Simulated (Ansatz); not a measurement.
**SnO: an energy map of one atom**

Aim: for SnO, map the energy of atom 3 (O) over a plane.

Method: DFT PBEsol, scalar-relativistic, plane waves, PAW, in Ansatz 0.2.0.

### 1 Starting point

It takes space group Pmn2_1 (No. 31, orthorhombic). The conventional cell has a = 3.355 Å, b = 5.674 Å, c = 4.222 Å, α = 90.00°, β = 90.00°, γ = 90.00°. Sn (site symmetry m) has 3 O at 2.15 to 2.16 Å as nearest neighbours. O (site symmetry m) has 3 Sn at 2.15 to 2.16 Å as nearest neighbours.

Coordinates:

```cif
data_structure
_symmetry_space_group_name_H-M 'P 1'
_symmetry_Int_Tables_number 1
_cell_length_a 3.3550
_cell_length_b 5.6741
_cell_length_c 4.2220
_cell_angle_alpha 90.000
_cell_angle_beta 90.000
_cell_angle_gamma 90.000
_cell_volume 80.37
loop_
_atom_site_label
_atom_site_type_symbol
_atom_site_fract_x
_atom_site_fract_y
_atom_site_fract_z
_atom_site_occupancy
Sn1 Sn 0.00000 0.23191 0.51314 1
Sn2 Sn 0.50000 0.76809 0.01314 1
O1 O 0.00000 0.89125 0.73686 1
O2 O 0.50000 0.10875 0.23686 1
```

It goes back to an entry of the Materials Project, which need not be the stable form.

The cell is taken as given, not relaxed at this level.

### 2 The reference cell

The reference gives a free energy of -13021.0020 eV, pressure -3.07 GPa, largest force 0.426 eV/Å and gap on the mesh 1.34 eV. It was computed beforehand with the settings of the runs below.

### 3 The scan: an energy map of one atom

Atom 3 (O) is moved by p along (0.000, 1.000, 0.000) and q along (0.000, 0.000, 1.000) (Å), all else fixed; its images in the other cells move with it. Points alike by symmetry are run once.

### 4 At p = -0.200, q = -0.200

input.yaml reads:

```yaml
crystal:
  lattice:
    - [3.355005, 0.0, 0.0]
    - [0.0, 5.674104, 0.0]
    - [0.0, 0.0, 4.22197]
  atoms:
    - { symbol: Sn, position: [0.0, 0.231909, 0.513144] }
    - { symbol: Sn, position: [0.5, 0.768091, 0.013144] }
    - { symbol: O, position: [0.0, 0.8560021441, 0.6894857491] }
    - { symbol: O, position: [0.5, 0.10875, 0.236857] }
basis:
  ecutwfc: 420
kpoints:
  mp_grid: { grid: [8, 6, 6] }
hamiltonian:
  xc: pbesol
scf:
  occupations: { method: gaussian, width: 0.05 }
output:
  forces: true
  stress: true
  eigenvalues: true
```

Log, shortened:

```text
Warning: RAYON_NUM_THREADS=1 ignored (pool sized by the plan → 1); use --threads N
[...]
Pseudopotentials: kind: paw
Pseudopotential: Sn, paw, valence charge 14, recommended cutoff 420 eV (normal), Sn.paw.azcp
Pseudopotential: O, paw, valence charge 6, recommended cutoff 420 eV (normal), O.paw.azcp
Functional definition: PBEsol
[...]
Crystal: 4 atoms, lattice volume = 80.372 Å³
Basis set: ecut = 420 eV, 1551 PW (Γ), exchange–correlation on 48×80×60 points (8 copies of the dense FFT grid, shifted against one another)
Bands: 24, of which v1, the nominal top of the filled ones, is band 20 counted from 1 (19 counted from 0)
Symmetry: 2 space group operations
Space group: Pm (ITA 6), of the structure as read, at distance tolerance 4.3e-5 Å
k-points: 100 of 288 (time reversal used)
[...]
SCF iter   1: F=—  HF=-13020.837938 eV  |F-HF|=—  |Δ(HF+E_count)|=         —  Δρ=1.46e-2  dr2=1.67e-1  ethr=1.77e-3  ⟨swp⟩=6.2  Hψ=11102  notcnv=0
[...]
SCF iter   6: F=-13020.803882 eV  HF=-13020.803882 eV  |F-HF|=3.05e-8  |Δ(HF+E_count)|=   4.21e-7  Δρ=1.12e-5  dr2=8.27e-8  ethr=2.50e-10  ⟨swp⟩=7.0  Hψ=11702  notcnv=0
[...]
SCF converged after 6 iterations
Free energy (F): -13020.803882 eV
[...]
E sigma→0 (E₀):  -13020.803882 eV
Fermi energy:    7.582688 eV
[...]
--- Forces (eV/Å), atoms counted from 1 ---
  atom   1  Sn     0.00000000    -1.07037269    -0.07881526
  atom   2  Sn     0.00000000     0.10606259    -0.54842182
  atom   3  O      0.00000000     0.88964916     0.86051041
  atom   4  O      0.00000000     0.07461803    -0.23315743
[...]
--- Stress (GPa, compression-positive) ---
       -5.142719       0.000000       0.000000
        0.000000      -4.731171      -0.151151
        0.000000      -0.151151      -5.198324
  P = ⅓ Tr σ = -5.0241 GPa (-50.241 kbar)
--- Band table (eV; the first three rows and the last of 100) ---
  k-point 0: bands = ["-13.9709", "-13.6996", "-13.6502", "-13.5966", "-13.5630", "-13.5529", "-13.4801", "-13.4707", "-13.4192", "-13.4112", "-11.2817", "-9.7345", "-0.0580", "1.3247", "2.8379", "3.5221", "3.8156", "4.7352", "4.9442", "6.8722", "9.9797", "10.2922", "12.9192", "12.9877"]
[...]
```

Run time: 4.6 s. Hardware: 1 thread of an x86-64 CPU, shared host; peak memory 0.47 GiB.

### 5 Point p = -0.200, q = 0.000

input.yaml: that of step 4 with these lines changed.

```diff
@@ -8,3 +8,3 @@
     - { symbol: Sn, position: [0.5, 0.768091, 0.013144] }
-    - { symbol: O, position: [0.0, 0.8560021441, 0.6894857491] }
+    - { symbol: O, position: [0.0, 0.8560021441, 0.736857] }
     - { symbol: O, position: [0.5, 0.10875, 0.236857] }
```

Log, shortened:

```text
Warning: RAYON_NUM_THREADS=1 ignored (pool sized by the plan → 1); use --threads N
[...]
[... 4 set-up lines as earlier in the session ...]
[...]
Crystal: 4 atoms, lattice volume = 80.372 Å³
Basis set: ecut = 420 eV, 1551 PW (Γ), exchange–correlation on 48×80×60 points (8 copies of the dense FFT grid, shifted against one another)
Bands: 24, of which v1, the nominal top of the filled ones, is band 20 counted from 1 (19 counted from 0)
[... 2 set-up lines as earlier in the session ...]
k-points: 100 of 288 (time reversal used)
[...]
SCF iter   1: F=—  HF=-13020.877834 eV  |F-HF|=—  |Δ(HF+E_count)|=         —  Δρ=1.38e-2  dr2=1.46e-1  ethr=1.77e-3  ⟨swp⟩=6.1  Hψ=11187  notcnv=0
[...]
SCF iter   6: F=-13020.847180 eV  HF=-13020.847180 eV  |F-HF|=2.97e-8  |Δ(HF+E_count)|=   3.64e-7  Δρ=8.91e-6  dr2=6.77e-8  ethr=2.50e-10  ⟨swp⟩=7.1  Hψ=11607  notcnv=0
[...]
SCF converged after 6 iterations
Free energy (F): -13020.847180 eV
[...]
E sigma→0 (E₀):  -13020.847180 eV
Fermi energy:    7.754413 eV
[...]
--- Forces (eV/Å), atoms counted from 1 ---
  atom   1  Sn     0.00000000    -0.83682595    -0.00389038
  atom   2  Sn     0.00000000    -0.41776229     0.46167874
  atom   3  O      0.00000000     1.29439983    -0.49371748
  atom   4  O      0.00000000    -0.03989632     0.03608225
[...]
--- Stress (GPa, compression-positive) ---
       -2.623120       0.000000       0.000000
        0.000000      -3.695176       0.042253
        0.000000       0.042254      -2.141974
  P = ⅓ Tr σ = -2.8201 GPa (-28.201 kbar)
--- Band table (eV; the first three rows and the last of 100) ---
[... band rows left out ...]
[...]
```

Wall time 4.6 s (1 thread of an x86-64 CPU, shared host); peak memory 0.48 GiB.

### 6 p = -0.200, q = 0.200

input.yaml: that of step 5 with these lines changed.

```diff
@@ -8,3 +8,3 @@
     - { symbol: Sn, position: [0.5, 0.768091, 0.013144] }
-    - { symbol: O, position: [0.0, 0.8560021441, 0.736857] }
+    - { symbol: O, position: [0.0, 0.8560021441, 0.7842282509] }
     - { symbol: O, position: [0.5, 0.10875, 0.236857] }
```

Log, shortened:

```text
[...]
SCF converged after 6 iterations
Free energy (F): -13020.585147 eV
[...]
E sigma→0 (E₀):  -13020.585147 eV
Fermi energy:    7.912918 eV
[...]
--- Forces (eV/Å), atoms counted from 1 ---
  atom   1  Sn     0.00000000    -0.54485070     0.00158815
  atom   2  Sn     0.00000000    -1.25423737     1.88464750
  atom   3  O      0.00000000     1.90847809    -2.15966957
  atom   4  O      0.00000000    -0.10952879     0.27353535
[...]
--- Stress (GPa, compression-positive) ---
        3.365240       0.000000       0.000000
        0.000000      -2.039081      -0.530952
        0.000000      -0.530949       0.490035
  P = ⅓ Tr σ = 0.6054 GPa (6.054 kbar)
--- Band table (eV; the first three rows and the last of 100) ---
  k-point 0: bands = ["-14.1104", "-13.8445", "-13.7417", "-13.7195", "-13.6937", "-13.6894", "-13.3565", "-13.3078", "-13.2182", "-13.1727", "-11.5344", "-9.9850", "0.0324", "1.5266", "2.8130", "2.9538", "3.7703", "4.0944", "4.8160", "7.2255", "9.6664", "10.2163", "12.5156", "13.1274"]
[...]
```

Wall time 4.9 s (1 thread of an x86-64 CPU, shared host); peak memory 0.47 GiB.

### 7 At p = 0.000, q = -0.200

input.yaml: that of step 6 with these lines changed.

```diff
@@ -8,3 +8,3 @@
     - { symbol: Sn, position: [0.5, 0.768091, 0.013144] }
-    - { symbol: O, position: [0.0, 0.8560021441, 0.7842282509] }
+    - { symbol: O, position: [0.0, 0.89125, 0.6894857491] }
     - { symbol: O, position: [0.5, 0.10875, 0.236857] }
```

Log, shortened:

```text
Warning: RAYON_NUM_THREADS=1 ignored (pool sized by the plan → 1); use --threads N
[...]
[... 4 set-up lines as earlier in the session ...]
[...]
Crystal: 4 atoms, lattice volume = 80.372 Å³
Basis set: ecut = 420 eV, 1551 PW (Γ), exchange–correlation on 48×80×60 points (8 copies of the dense FFT grid, shifted against one another)
Bands: 24, of which v1, the nominal top of the filled ones, is band 20 counted from 1 (19 counted from 0)
[... 2 set-up lines as earlier in the session ...]
k-points: 100 of 288 (time reversal used)
[...]
SCF iter   1: F=—  HF=-13020.879986 eV  |F-HF|=—  |Δ(HF+E_count)|=         —  Δρ=1.44e-2  dr2=1.62e-1  ethr=1.77e-3  ⟨swp⟩=6.2  Hψ=11304  notcnv=0
[...]
SCF iter   6: F=-13020.846975 eV  HF=-13020.846975 eV  |F-HF|=2.21e-8  |Δ(HF+E_count)|=   4.42e-7  Δρ=1.09e-5  dr2=6.99e-8  ethr=2.50e-10  ⟨swp⟩=7.2  Hψ=11649  notcnv=0
[...]
SCF converged after 6 iterations
Free energy (F): -13020.846975 eV
[...]
E sigma→0 (E₀):  -13020.846975 eV
Fermi energy:    7.643155 eV
[...]
--- Forces (eV/Å), atoms counted from 1 ---
  atom   1  Sn     0.00000000    -0.19833012    -0.33603741
  atom   2  Sn     0.00000000     0.85113614    -0.78479768
  atom   3  O      0.00000000    -0.65346482     1.37366057
  atom   4  O      0.00000000     0.00064231    -0.25271289
[...]
--- Stress (GPa, compression-positive) ---
       -5.015755       0.000000       0.000000
        0.000000      -2.344296      -0.824252
        0.000000      -0.824252      -4.946004
  P = ⅓ Tr σ = -4.1020 GPa (-41.020 kbar)
--- Band table (eV; the first three rows and the last of 100) ---
[... band rows left out ...]
[...]
```

Wall time 4.7 s (1 thread of an x86-64 CPU, shared host); peak memory 0.47 GiB.

### 8 p = 0.000, q = 0.200

input.yaml: that of step 7 with these lines changed.

```diff
@@ -8,3 +8,3 @@
     - { symbol: Sn, position: [0.5, 0.768091, 0.013144] }
-    - { symbol: O, position: [0.0, 0.89125, 0.6894857491] }
+    - { symbol: O, position: [0.0, 0.89125, 0.7842282509] }
     - { symbol: O, position: [0.5, 0.10875, 0.236857] }
```

Log, shortened:

```text
Warning: RAYON_NUM_THREADS=1 ignored (pool sized by the plan → 1); use --threads N
[...]
[... 4 set-up lines as earlier in the session ...]
[...]
Crystal: 4 atoms, lattice volume = 80.372 Å³
Basis set: ecut = 420 eV, 1551 PW (Γ), exchange–correlation on 48×80×60 points (8 copies of the dense FFT grid, shifted against one another)
Bands: 24, of which v1, the nominal top of the filled ones, is band 20 counted from 1 (19 counted from 0)
[... 2 set-up lines as earlier in the session ...]
k-points: 100 of 288 (time reversal used)
[...]
SCF iter   1: F=—  HF=-13020.910954 eV  |F-HF|=—  |Δ(HF+E_count)|=         —  Δρ=1.35e-2  dr2=1.41e-1  ethr=1.77e-3  ⟨swp⟩=6.2  Hψ=11221  notcnv=0
[...]
SCF iter   7: F=-13020.881384 eV  HF=-13020.881384 eV  |F-HF|=1.66e-9  |Δ(HF+E_count)|=  1.15e-10  Δρ=1.81e-6  dr2=3.24e-9  ethr=2.50e-10  ⟨swp⟩=5.0  Hψ=8355  notcnv=0
[...]
SCF converged after 7 iterations
Free energy (F): -13020.881384 eV
[...]
E sigma→0 (E₀):  -13020.881384 eV
Fermi energy:    7.981282 eV
[...]
--- Forces (eV/Å), atoms counted from 1 ---
  atom   1  Sn     0.00000000    -0.41506741     0.00150736
  atom   2  Sn     0.00000000    -0.36602691     0.88048762
  atom   3  O      0.00000000     0.94077968    -1.35374466
  atom   4  O      0.00000000    -0.15968118     0.47175981
[...]
--- Stress (GPa, compression-positive) ---
        0.145539       0.000000       0.000000
        0.000000      -1.926413      -0.008435
        0.000000      -0.008435      -0.743607
  P = ⅓ Tr σ = -0.8415 GPa (-8.415 kbar)
--- Band table (eV; the first three rows and the last of 100) ---
[... band rows left out ...]
[...]
```

Run time: 5.2 s. Hardware: 1 thread of an x86-64 CPU, shared host; peak memory 0.47 GiB.

### 9 p = 0.200, q = -0.200

input.yaml: that of step 8 with these lines changed.

```diff
@@ -8,3 +8,3 @@
     - { symbol: Sn, position: [0.5, 0.768091, 0.013144] }
-    - { symbol: O, position: [0.0, 0.89125, 0.7842282509] }
+    - { symbol: O, position: [0.0, 0.9264978559, 0.6894857491] }
     - { symbol: O, position: [0.5, 0.10875, 0.236857] }
```

Log, shortened:

```text
[...]
SCF converged after 7 iterations
Free energy (F): -13020.430025 eV
[...]
E sigma→0 (E₀):  -13020.430025 eV
Fermi energy:    7.587719 eV
[...]
--- Forces (eV/Å), atoms counted from 1 ---
  atom   1  Sn     0.00000000     2.50130193    -1.45881475
  atom   2  Sn     0.00000000     1.48457245    -0.88815068
  atom   3  O      0.00000000    -3.91743044     2.66860979
  atom   4  O      0.00000000    -0.06843265    -0.32160207
[...]
--- Stress (GPa, compression-positive) ---
       -4.256884       0.000000       0.000000
        0.000000       4.668096      -4.207915
        0.000000      -4.207916      -2.679270
  P = ⅓ Tr σ = -0.7560 GPa (-7.560 kbar)
--- Band table (eV; the first three rows and the last of 100) ---
  k-point 0: bands = ["-14.1618", "-13.9787", "-13.8988", "-13.8169", "-13.8138", "-13.7766", "-13.3786", "-13.2988", "-13.1731", "-13.1621", "-11.4671", "-9.3562", "-0.7781", "1.3206", "3.0381", "3.4871", "3.5023", "5.0294", "5.4063", "7.1390", "9.8083", "10.2724", "12.8648", "13.5127"]
[...]
```

Run time: 5.3 s. Hardware: 1 thread of an x86-64 CPU, shared host; peak memory 0.45 GiB.

### 10 Point p = 0.200, q = 0.000

input.yaml: that of step 9 with these lines changed.

```diff
@@ -8,3 +8,3 @@
     - { symbol: Sn, position: [0.5, 0.768091, 0.013144] }
-    - { symbol: O, position: [0.0, 0.9264978559, 0.6894857491] }
+    - { symbol: O, position: [0.0, 0.9264978559, 0.736857] }
     - { symbol: O, position: [0.5, 0.10875, 0.236857] }
```

Log, shortened:

```text
[...]
SCF converged after 8 iterations
Free energy (F): -13020.825063 eV
[...]
E sigma→0 (E₀):  -13020.825063 eV
Fermi energy:    7.813442 eV
[...]
--- Forces (eV/Å), atoms counted from 1 ---
  atom   1  Sn     0.00000000     1.09724119    -0.87242686
  atom   2  Sn     0.00000000     1.21559813    -0.54823312
  atom   3  O      0.00000000    -2.11495484     1.23696623
  atom   4  O      0.00000000    -0.19787608     0.18369182
[...]
--- Stress (GPa, compression-positive) ---
       -4.020404       0.000000       0.000000
        0.000000       0.273036      -1.861386
        0.000000      -1.861387      -1.413290
  P = ⅓ Tr σ = -1.7202 GPa (-17.202 kbar)
--- Band table (eV; the first three rows and the last of 100) ---
  k-point 0: bands = ["-14.0807", "-13.8106", "-13.7502", "-13.6639", "-13.6483", "-13.6259", "-13.4221", "-13.3688", "-13.2588", "-13.2483", "-11.5645", "-9.5650", "-0.7560", "1.3502", "3.0514", "3.3625", "3.5317", "4.7772", "5.3669", "7.2596", "9.6571", "10.3156", "13.0014", "13.3508"]
[...]
```

Run time: 4.9 s. Hardware: 1 thread of an x86-64 CPU, shared host; peak memory 0.48 GiB.

### 11 p = 0.200, q = 0.200

input.yaml: that of step 10 with these lines changed.

```diff
@@ -8,3 +8,3 @@
     - { symbol: Sn, position: [0.5, 0.768091, 0.013144] }
-    - { symbol: O, position: [0.0, 0.9264978559, 0.736857] }
+    - { symbol: O, position: [0.0, 0.9264978559, 0.7842282509] }
     - { symbol: O, position: [0.5, 0.10875, 0.236857] }
```

Log, shortened:

```text
[...]
SCF converged after 8 iterations
Free energy (F): -13020.915048 eV
[...]
E sigma→0 (E₀):  -13020.915048 eV
Fermi energy:    7.992315 eV
[...]
--- Forces (eV/Å), atoms counted from 1 ---
  atom   1  Sn     0.00000000     0.29350997    -0.37929168
  atom   2  Sn     0.00000000     0.65876878     0.06558588
  atom   3  O      0.00000000    -0.72923963    -0.34213246
  atom   4  O      0.00000000    -0.22303371     0.65583024
[...]
--- Stress (GPa, compression-positive) ---
       -1.926574       0.000000       0.000000
        0.000000      -1.398850      -0.331868
        0.000000      -0.331868      -0.537469
  P = ⅓ Tr σ = -1.2876 GPa (-12.876 kbar)
--- Band table (eV; the first three rows and the last of 100) ---
  k-point 0: bands = ["-14.0343", "-13.6865", "-13.6065", "-13.5606", "-13.5010", "-13.4917", "-13.4403", "-13.4363", "-13.3550", "-13.3406", "-11.6627", "-9.6973", "-0.6299", "1.3476", "3.1406", "3.1626", "3.5467", "4.6086", "5.2445", "7.3847", "9.6489", "10.2565", "13.0288", "13.1311"]
[...]
```

Run time: 4.7 s. Hardware: 1 thread of an x86-64 CPU, shared host; peak memory 0.48 GiB.

### 12 Point p = -0.200, q = -0.100

input.yaml: that of step 11 with these lines changed.

```diff
@@ -8,3 +8,3 @@
     - { symbol: Sn, position: [0.5, 0.768091, 0.013144] }
-    - { symbol: O, position: [0.0, 0.9264978559, 0.7842282509] }
+    - { symbol: O, position: [0.0, 0.8560021441, 0.7131713746] }
     - { symbol: O, position: [0.5, 0.10875, 0.236857] }
```

Log, shortened:

```text
[...]
SCF converged after 6 iterations
Free energy (F): -13020.859440 eV
[...]
E sigma→0 (E₀):  -13020.859440 eV
Fermi energy:    7.670205 eV
[...]
--- Forces (eV/Å), atoms counted from 1 ---
  atom   1  Sn     0.00000000    -0.96199424    -0.03261439
  atom   2  Sn     0.00000000    -0.12010928    -0.10689020
  atom   3  O      0.00000000     1.07128403     0.23313348
  atom   4  O      0.00000000     0.01076616    -0.09349697
[...]
--- Stress (GPa, compression-positive) ---
       -4.251233       0.000000       0.000000
        0.000000      -4.294178       0.056574
        0.000000       0.056574      -3.662583
  P = ⅓ Tr σ = -4.0693 GPa (-40.693 kbar)
--- Band table (eV; the first three rows and the last of 100) ---
  k-point 0: bands = ["-13.9946", "-13.7170", "-13.6779", "-13.6053", "-13.5918", "-13.5852", "-13.4248", "-13.4192", "-13.3568", "-13.3392", "-11.3555", "-9.8400", "-0.0524", "1.3798", "2.8172", "3.4398", "3.8091", "4.5151", "4.9324", "6.9467", "9.8758", "10.3025", "12.8015", "13.0239"]
[...]
```

Wall time 4.1 s (1 thread of an x86-64 CPU, shared host); peak memory 0.45 GiB.

### 13 Results of the scan

Energy above the undisturbed cell in eV/cell; points alike by symmetry are filled in, and a dash was not computed:

```
 p \ q  -0.200  -0.100  0.000  0.100  0.200
-0.200   0.198   0.143  0.155      –  0.417
-0.100       –       –      –      –      –
 0.000   0.155       –  0.000      –  0.121
 0.100       –       –      –      –      –
 0.200   0.572       –  0.177      –  0.087
```

Pressure in GPa:

```csv
p \ q,-0.200,-0.100,0.000,0.100,0.200
-0.200,-5.0,-4.1,-2.8,–,0.6
-0.100,–,–,–,–,–
0.000,-4.1,–,-3.1,–,-0.8
0.100,–,–,–,–,–
0.200,-0.8,–,-1.7,–,-1.3
```

Gap on the mesh in eV:

```csv
p \ q,-0.200,-0.100,0.000,0.100,0.200
-0.200,1.41,1.43,1.42,–,1.35
-0.100,–,–,–,–,–
0.000,1.26,–,1.34,–,1.34
0.100,–,–,–,–,–
0.200,0.89,–,1.11,–,1.22
```

### 14 Results

```
                         quantity                                      value
                    highest point  0.572 eV/cell at (p, q) = (0.200, -0.200)
lowest point away from the origin            0.087 eV/cell at (0.200, 0.200)
```

What this shows: No computed point lies below the origin. The gap on the mesh runs from 0.89 to 1.43 eV over the map. Layers here are held mostly by dispersion, which this level lacks, so their spacing and the stiffness across them are unreliable there.
